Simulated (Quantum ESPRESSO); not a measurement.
Here is a Quantum ESPRESSO 7.5 calculation.

Contents of scf.in:

```
&CONTROL
  calculation = 'scf'
  prefix = 'pwscf'
  outdir = './tmp'
  pseudo_dir = './pseudo'
/
&SYSTEM
  ibrav = 0
  A = 5.70803773
  nat = 4
  ntyp = 1
  ecutwfc = 70
  nbnd = 16
  occupations = 'smearing'
  smearing = 'fd'
  degauss = 0.00367493
  force_symmorphic = .true.
/
&ELECTRONS
  conv_thr = 8d-10
  electron_maxstep = 120
  mixing_beta = 0.5
/
ATOMIC_SPECIES
P     30.9738 P_ONCV_PBE-1.2.upf
CELL_PARAMETERS alat
   0.2886706784   -0.9574284515    0.0000000000
   0.2886706784    0.9574284515    0.0000000000
   0.0000000000    0.0000000000    0.7960065797
ATOMIC_POSITIONS alat
P      0.2886706784   -0.7738762623    0.4687007495
P      0.2886706784    0.7738762623    0.3273058301
P      0.2886706784   -0.1835521892    0.0706974597
P      0.2886706784    0.1835521892    0.7253091200
K_POINTS automatic
6 6 5 0 0 0
```

File nscf.in:

```
&CONTROL
  calculation = 'nscf'
  prefix = 'pwscf'
  outdir = './tmp'
  pseudo_dir = './pseudo'
/
&SYSTEM
  ibrav = 0
  A = 5.70803773
  nat = 4
  ntyp = 1
  ecutwfc = 70
  nbnd = 30
  occupations = 'smearing'
  smearing = 'fd'
  degauss = 0.00367493
  force_symmorphic = .true.
/
&ELECTRONS
  conv_thr = 1d-08
  diago_full_acc = .true.
  diago_thr_init = 1d-06
/
ATOMIC_SPECIES
P     30.9738 P_ONCV_PBE-1.2.upf
CELL_PARAMETERS alat
   0.2886706784   -0.9574284515    0.0000000000
   0.2886706784    0.9574284515    0.0000000000
   0.0000000000    0.0000000000    0.7960065797
ATOMIC_POSITIONS alat
P      0.2886706784   -0.7738762623    0.4687007495
P      0.2886706784    0.7738762623    0.3273058301
P      0.2886706784   -0.1835521892    0.0706974597
P      0.2886706784    0.1835521892    0.7253091200
K_POINTS automatic
6 6 5 0 0 0
```

Potentials or basis: SG15 PBE 1.2.

Launch:

```console
$ OMP_NUM_THREADS=1 pw.x -in scf.in > scf.out
$ OMP_NUM_THREADS=1 pw.x -in nscf.in > nscf.out
```

(1) Estimate the band gap on the k mesh, mean-field level.

## Answers

(1) 0.10 eV, direct.

Caveat: a mesh with odd counts misses the zone's faces, so its gaps can be larger than the crystal's; an odd mesh through Γ misses points on the zone boundary, where band edges often lie.
